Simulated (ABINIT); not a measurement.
# In2O3 (R-3c) in ABINIT: relaxation of cell and atoms with PBEsol

Aim: the relaxation of cell and atoms of In2O3 with PBEsol.

Program: ABINIT 10.8.3 (patched build). These are calculated values, not measurements. Logs are shortened: lines on timing, memory, paths and dates and some standing lists are left out, and cuts for length are marked. The log counts tension as positive stress, the text compression.

**1. The structure**

Symmetry: R-3c, No. 167, trigonal system. Conventional cell: a = 5.487 Å, b = 5.487 Å, c = 14.510 Å, α = 90.00°, β = 90.00°, γ = 120.00°. In (site symmetry 3) has 6 O at 2.12 to 2.26 Å as nearest neighbours. O (site symmetry 2) has 4 In at 2.12 to 2.26 Å as nearest neighbours.

**2. Relaxation of cell and atoms, PBEsol**

File run.abi:

```
# Pseudopotentials
pp_dirpath "./"
pseudos "In.GGA_PBE-JTH.xml, O.GGA_PBE-JTH.xml"

# Structure
acell 10.9259950083 10.9259950083 10.9259950082
rprim
     0.4745072297     0.2739568768     0.8365348281
    -0.4745072297     0.2739568768     0.8365348281
     0.0000000000    -0.5479137536     0.8365348281
ntypat 2
znucl 49 8
natom 10
typat 1 1 1 1 2 2 2 2 2 2
xred
     0.8573100000     0.8573100000     0.8573100000
     0.6426900000     0.6426900000     0.6426900000
     0.1426900000     0.1426900000     0.1426900000
     0.3573100000     0.3573100000     0.3573100000
     0.0480000000     0.7500000000     0.4520000000
     0.7500000000     0.4520000000     0.0480000000
     0.4520000000     0.0480000000     0.7500000000
     0.9520000000     0.2500000000     0.5480000000
     0.2500000000     0.5480000000     0.9520000000
     0.5480000000     0.9520000000     0.2500000000
chkprim 0
chksymtnons 0
tolsym 1.0e-6

# Plane-wave basis
ecut 23.0
pawecutdg 45.0
pawxcdev 0
pawovlp -1

# k points
kptopt 1
ngkpt 3 3 3
nshiftk 1
shiftk 0.0 0.0 0.0

# Exchange and correlation
ixc -116133

# Bands and occupations
nband 53
occopt 3
tsmear 0.05 eV

# SCF cycle
nstep 100
tolvrs 1.0e-9

# Output
iomode 3
prtwf 0
prtden 0
prteig 0
prtebands 0
enunit 1

# Relaxation
ionmov 2
ntime 60
tolmxf 5.0e-5
optcell 2
dilatmx 1.08
ecutsm 0.5
```

Potentials or basis: JTH PAW PBE v2.0.

The run is started by

```
mpirun --bind-to none -np 4 abinit run.abi > log 2>&1
```

run.abo:

```text
.Version 10.8.3 of ABINIT
 Symmetries : space group R-3 c (#167); Bravais hR (rhombohedral)
================================================================================
 Values of the parameters that define the memory need of the present run
     intxc =       0    ionmov =       2      iscf =      17    lmnmax =      18
     lnmax =       6     mgfft =      54  mpssoang =       3    mqgrid =    3001
     natom =      10  nloc_mem =       2    nspden =       1   nspinor =       1
    nsppol =       1      nsym =      12    n1xccc =       1    ntypat =       2
    occopt =       3   xclevel =       2
       mpw =        5662          nfft =      157464          nkpt =           6
Pmy_natom=         3
 PAW method is used; the additional fine FFT grid is defined by:
   mgfftf=        72    nfftf =    373248
================================================================================
================================================================================

--------------------------------------------------------------------------------
------------- Echo of variables that govern the present computation ------------
--------------------------------------------------------------------------------
 -outvars: echo values of preprocessed input variables --------
            acell      1.0925995008E+01  1.0925995008E+01  1.0925995008E+01 Bohr
              amu      1.14820000E+02  1.59994000E+01
          chkprim           0
      chksymtnons           0
          dilatmx      1.08000000E+00
             ecut      2.30000000E+01 Hartree
           ecutsm      5.00000000E-01 Hartree
           enunit           1
           ionmov           2
              ixc     -116133
         kptrlatt        3    0    0      0    3    0      0    0    3
          kptrlen      3.11067817E+01
            natom          10
            nband          53
            ngfft          54      54      54
          ngfftdg          72      72      72
             nkpt           6
            nstep         100
             nsym          12
            ntime          60
           ntypat           2
           occopt           3
          optcell           2
        pawecutdg      4.50000000E+01 Hartree
          pawovlp     -1.0000000000E+00
         pawxcdev           0
           prtden           0
        prtebands           0
           prteig           0
            prtwf           0
            rprim      4.7450722970E-01  2.7395687680E-01  8.3653482810E-01
                      -4.7450722970E-01  2.7395687680E-01  8.3653482810E-01
                       0.0000000000E+00 -5.4791375360E-01  8.3653482810E-01
          spgroup         167
           tolsym      1.00000000E-06
           tolvrs      1.00000000E-09
           tsmear      1.83746611E-03 Hartree
            typat      1  1  1  1  2  2  2  2  2  2
           useylm           1
           xangst      9.4713136667E-17  2.4856427750E-11  1.2439568091E+01
                       1.1131580148E-18  1.8634078600E-11  9.3254318936E+00
                       1.1950482999E-17  4.1370774174E-12  2.0704318986E+00
                       4.6799989326E-17  1.0359866204E-11  5.1845680965E+00
                      -1.9259369988E+00 -1.6789980901E-01  6.0458333292E+00
                       8.1756299948E-01  1.7518602715E+00  6.0458333292E+00
                       1.1083739993E+00 -1.5839604625E+00  6.0458333292E+00
                       1.9259369988E+00  1.6789980904E-01  8.4641666609E+00
                      -8.1756299948E-01 -1.7518602715E+00  8.4641666609E+00
                      -1.1083739993E+00  1.5839604625E+00  8.4641666609E+00
            xcart      1.7898188883E-16  4.6971840915E-11  2.3507376818E+01
                       2.1035637828E-18  3.5213305163E-11  1.7622512285E+01
                       2.2583139940E-17  7.8179432806E-12  3.9125492507E+00
                       8.8439162522E-17  1.9577309827E-11  9.7974137834E+00
                      -3.6394934634E+00 -3.1728465563E-01  1.1424969195E+01
                       1.5449701597E+00  3.3105361241E+00  1.1424969195E+01
                       2.0945233037E+00 -2.9932514684E+00  1.1424969195E+01
                       3.6394934634E+00  3.1728465568E-01  1.5994956873E+01
                      -1.5449701597E+00 -3.3105361240E+00  1.5994956873E+01
                      -2.0945233037E+00  2.9932514684E+00  1.5994956873E+01
             xred      8.5731000000E-01  8.5731000000E-01  8.5731000000E-01
                       6.4269000000E-01  6.4269000000E-01  6.4269000000E-01
                       1.4269000000E-01  1.4269000000E-01  1.4269000000E-01
[... 2278 lines left out ...]
   10     -0.00000127450807     0.00000000000000     0.00000000000000
 frms,max,avg= 1.1317867E-06 2.6777794E-06   0.000E+00  0.000E+00  0.000E+00 h/b

 cartesian forces (eV/Angstrom) at end:
    1      0.00000000000000     0.00000000000000    -0.00013769695315
    2     -0.00000000000000    -0.00000000000000     0.00013769695315
    3      0.00000000000000    -0.00000000000000     0.00013769695315
    4      0.00000000000000     0.00000000000000    -0.00013769695315
    5     -0.00003276891999    -0.00005675743434     0.00000000000000
    6     -0.00003276891999     0.00005675743434    -0.00000000000000
    7      0.00006553783999     0.00000000000000     0.00000000000000
    8      0.00003276891999     0.00005675743434    -0.00000000000000
    9      0.00003276891999    -0.00005675743434     0.00000000000000
   10     -0.00006553783999     0.00000000000000     0.00000000000000
 frms,max,avg= 5.8198813E-05 1.3769695E-04   0.000E+00  0.000E+00  0.000E+00 e/A
 length scales= 10.948001420756 10.948001420756 10.948001420659 bohr
              =  5.793432852868  5.793432852868  5.793432852816 angstroms
 Fermi (or HOMO) energy (eV) =   4.85662   Average Vxc (eV)= -11.40612
 Eigenvalues (   eV  ) for nkpt=   6  k points:
 kpt#   1, nband= 53, wtk=  0.03704, kpt=  0.0000  0.0000  0.0000 (reduced coord)
 -13.32067  -12.40134  -12.40134  -12.19670  -12.19670  -12.11300   -8.03764   -8.03764
  -7.88785   -7.88088   -7.88088   -7.75289   -7.72656   -7.72656   -7.68305   -7.68305
  -7.62892   -7.62892   -7.51462   -7.50932   -7.50932   -7.49798   -7.21109   -7.21109
  -6.49556   -6.49556   -1.46460   -1.12192    0.16055    0.16055    0.88682    1.21130
   1.56491    1.56491    1.72881    3.46020    3.46020    3.72828    3.85444    3.85444
   3.97615    3.97615    4.20260    4.20260    5.34775    9.59179   10.34172   11.35832
  13.28386   13.28386   13.40301   13.61751   13.93539
 prteigrs : prtvol=0 or 1, do not print more k-points.

--- !EnergyTerms
iteration_state     : {dtset: 1, itime: 14, icycle: 1, }
comment             : Components of total free energy in Hartree
kinetic             :  1.01837942478947E+02
hartree             :  9.67762447350039E+01
xc                  : -4.74900194369746E+01
Ewald energy        : -2.60474085359898E+02
psp_core            :  1.33347300645430E+01
local_psp           : -2.83820546503062E+02
PAW spherical_terms :  5.09740557843204E+01
internal            : -3.28861678237121E+02
'-kT*entropy'       : -1.83923277040878E-07
total_energy        : -3.28861678421044E+02
total_energy_eV     : -8.94878215301663E+03
...

--- !EnergyTermsDC
iteration_state     : {dtset: 1, itime: 14, icycle: 1, }
comment             : '"Double-counting" decomposition of free energy'
band_energy         : -1.37906369798486E+01
Ewald energy        : -2.60474085359898E+02
psp_core            :  1.33347300645430E+01
xc_dc               : -1.02454158300287E+02
PAW spherical_terms :  3.45224623955548E+01
internal            : -3.28861688179936E+02
'-kT*entropy'       : -1.83923277040878E-07
total_energy_dc     : -3.28861688363859E+02
total_energy_dc_eV  : -8.94878242357441E+03
...

--- !EnergyTermsWithPAWCore
iteration_state     : {dtset: 1, itime: 14, icycle: 1, }
comment             : 'Components of total free energy, including PAW core contributions'
Total energy        : -2.39665108675193E+04
Total energy DC     : -2.39665108774621E+04
Total energy (eV)   : -6.52161984184569E+05
Total energy DC (eV): -6.52161984455127E+05
...

 rms coord change=  1.2901E-03   atom, delta coord (reduced):
     1        0.000123095705      0.000123095705      0.000123095705
     2       -0.000123095705     -0.000123095705     -0.000123095705
     3       -0.000123095705     -0.000123095705     -0.000123095705
     4        0.000123095705      0.000123095705      0.000123095705
     5       -0.002036154918      0.000000000000      0.002036154918
     6        0.000000000000      0.002036154918     -0.002036154918
     7        0.002036154918     -0.002036154918      0.000000000000
     8        0.002036154918     -0.000000000000     -0.002036154918
     9       -0.000000000000     -0.002036154918      0.002036154918
    10       -0.002036154918      0.002036154918      0.000000000000

 Cartesian components of stress tensor (hartree/bohr^3)
  sigma(1 1)=  2.03432302E-07  sigma(3 2)= -1.75666658E-13
  sigma(2 2)=  2.03432460E-07  sigma(3 1)=  0.00000000E+00
  sigma(3 3)=  9.68472640E-08  sigma(2 1)=  0.00000000E+00

-Cartesian components of stress tensor (GPa)         [Pressure= -4.9399E-03 GPa]
- sigma(1 1)=  5.98518498E-03  sigma(3 2)= -5.16829151E-09
- sigma(2 2)=  5.98518961E-03  sigma(3 1)=  0.00000000E+00
- sigma(3 3)=  2.84934488E-03  sigma(2 1)=  0.00000000E+00

== END DATASET(S) ==============================================================
================================================================================

 -outvars: echo values of variables after computation  --------
            acell      1.0948001421E+01  1.0948001421E+01  1.0948001421E+01 Bohr
           etotal     -3.2886168836E+02
            fcart      3.4981622775E-24  2.4946358930E-17 -2.6777794012E-06
                      -8.0817946217E-22 -2.4945935901E-17  2.6777794012E-06
                       1.3691169343E-22 -2.4946782934E-17  2.6777794012E-06
                       8.5053110953E-22  2.4945935414E-17 -2.6777794012E-06
                      -6.3725403471E-07 -1.1037563655E-06  2.2055710870E-18
                      -6.3725403471E-07  1.1037563655E-06 -2.2055137306E-18
                       1.2745080694E-06  3.2842441066E-24  4.5347125399E-23
                       6.3725403471E-07  1.1037563655E-06 -2.2054828753E-18
                       6.3725403471E-07 -1.1037563655E-06  2.2055623161E-18
                      -1.2745080694E-06  2.1922861332E-24  6.4948855780E-23
            rprim      4.7544485143E-01  2.7449821296E-01  8.3582469713E-01
                      -4.7544485143E-01  2.7449821296E-01  8.3582469713E-01
                       0.0000000000E+00 -5.4899642591E-01  8.3582469713E-01
           strten      2.0343230247E-07  2.0343246004E-07  9.6847263993E-08
                      -1.7566665783E-13  0.0000000000E+00  0.0000000000E+00
           xangst     -1.0019808449E-16  2.4890235291E-11  1.2455830072E+01
                      -5.3400322328E-16  1.8652677885E-11  9.3344940962E+00
                      -6.3999444677E-17  4.1382558900E-12  2.0710527068E+00
                      -4.2207095522E-17  1.0375343598E-11  5.1923886825E+00
                      -1.9392378939E+00 -1.7828463015E-01  6.0528678245E+00
                       8.1521992811E-01  1.7685715952E+00  6.0528678245E+00
                       1.1240179658E+00 -1.5902869650E+00  6.0528678245E+00
                       1.9392378939E+00  1.7828463018E-01  8.4740149543E+00
                      -8.1521992811E-01 -1.7685715951E+00  8.4740149542E+00
                      -1.1240179658E+00  1.5902869650E+00  8.4740149543E+00
             xred      8.5743309570E-01  8.5743309570E-01  8.5743309570E-01
                       6.4256690430E-01  6.4256690430E-01  6.4256690430E-01
                       1.4256690430E-01  1.4256690430E-01  1.4256690430E-01
                       3.5743309570E-01  3.5743309570E-01  3.5743309570E-01
                       4.5963845082E-02  7.5000000000E-01  4.5403615492E-01
                       7.5000000000E-01  4.5403615492E-01  4.5963845082E-02
                       4.5403615492E-01  4.5963845082E-02  7.5000000000E-01
                       9.5403615492E-01  2.5000000000E-01  5.4596384508E-01
                       2.5000000000E-01  5.4596384508E-01  9.5403615492E-01
                       5.4596384508E-01  9.5403615492E-01  2.5000000000E-01
 Calculation completed.
```

It took 9.6 min on 4 MPI ranks of Arm Neoverse V2, shared host; peak memory 0.84 GiB.

Results:

```yaml
Free_energy: -8948.7824 eV
Relaxed_volume: 12.73 Å³/atom
Relaxed_cell: a = 5.793 Å, b = 5.793 Å, c = 5.793 Å, α = 56.78°, β = 56.78°, γ = 56.78°
Space_group_after_relaxing_to_0.05_Å: R-3c (No. 167)
Energy_gained_by_relaxing: 1.2 meV/atom
Ionic_steps: 14
Pressure_after_relaxing: 0.0 GPa
Band_gap_on_the_k_mesh: 1.11 eV, indirect (least direct gap 1.15 eV)
Valence_electrons_inside_the_program's_atomic_spheres: In 11.24; O 4.52
```

The path:
```csv
step,energy change (eV),largest force (eV/Å),pressure (GPa),volume (Å³)
1,0.0000,0.1497,1.69,126.11
2,-0.0067,0.1226,0.76,126.76
3,-0.0099,0.0787,-0.17,127.43
4,-0.0104,0.0598,-0.23,127.47
5,-0.0112,0.0313,-0.13,127.39
6,-0.0113,0.0325,-0.03,127.31
7,-0.0114,0.0259,0.06,127.25
8,-0.0114,0.0158,0.07,127.23
9,-0.0115,0.0060,0.03,127.26
10,-0.0115,0.0022,0.00,127.28
11,-0.0115,0.0005,-0.03,127.30
12,-0.0115,0.0005,-0.04,127.30
13,-0.0115,0.0005,-0.02,127.28
14,-0.0115,0.0001,0.00,127.27
```

Final structure:
```
In O
1.0
     2.75446    1.59029    4.84229
    -2.75446    1.59029    4.84229
     0.00000   -3.18057    4.84229
In O
4 6
Direct
  0.85743 0.85743 0.85743
  0.64257 0.64257 0.64257
  0.14257 0.14257 0.14257
  0.35743 0.35743 0.35743
  0.04596 0.75000 0.45404
  0.75000 0.45404 0.04596
  0.45404 0.04596 0.75000
  0.95404 0.25000 0.54596
  0.25000 0.54596 0.95404
  0.54596 0.95404 0.25000
```

Caveat: the k mesh is coarse (spacing up to 0.46 Å⁻¹), so the values aren't converged; the PAW data sets were made with another functional, which shifts forces and pressure a little; spin-orbit coupling is left out, which moves the levels of the heavy elements; an odd mesh through Γ misses points on the zone boundary, where band edges often lie.
